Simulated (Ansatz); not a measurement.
SnTe:

```
CELL_PARAMETERS angstrom
0.00000 3.61115 3.61115
3.61115 0.00000 3.61115
3.61115 3.61115 0.00000
ATOMIC_POSITIONS crystal
Te 0.25000 0.25000 0.25000
Sn 0.00000 0.00000 0.00000
```

Measurements of this composition are mostly on another form, of space group No. 225.

* Program: Ansatz 0.2.0
* Task: relaxation of cell and atoms
* Functional: r2SCAN
* Dispersion: D3(BJ)
* Potentials or basis: Ansatz PAW
* Cutoff: 500 eV (not typed: the program's choice for these potentials)
* k mesh: 7 × 7 × 7
* Occupations: fermi-dirac, width 0.05 eV
* Spin: no spin polarisation

At the start: volume 47.09 Å³/atom.

Task: How do energy, volume and symmetry change on relaxing?

Result: It ends after 4 steps and the volume is 45.41 Å³/atom (-3.6 %); space group F-43m (No. 216, to 0.05 Å).

Step by step:
| step | energy change (eV) | largest force (eV/Å) | volume (Å³) |
| --- | --- | --- | --- |
| 1 | 0.0000 | 0.0000 | 94.18 |
| 2 | -0.0112 | 0.0000 | 90.48 |
| 3 | -0.0113 | 0.0000 | 90.82 |
| 4 | -0.0111 | 0.0000 | 90.82 |

Final structure:
```yaml
crystal:
  lattice:
    - [0.00000, 3.56773, 3.56773]
    - [3.56773, 0.00000, 3.56773]
    - [3.56773, 3.56773, 0.00000]
  atoms:
    - { symbol: Te, position: [0.25000, 0.25000, 0.25000] }
    - { symbol: Sn, position: [0.00000, 0.00000, 0.00000] }
```

Caveat: the plane-wave basis is chosen anew once the cell has moved, so the energies of steps on either side of that aren't comparable; the PAW data sets come from PBE, with cores solved anew for the run's functional, which leaves a small shift of forces and pressure; the dispersion damping was fitted for another functional or another form of the correction.
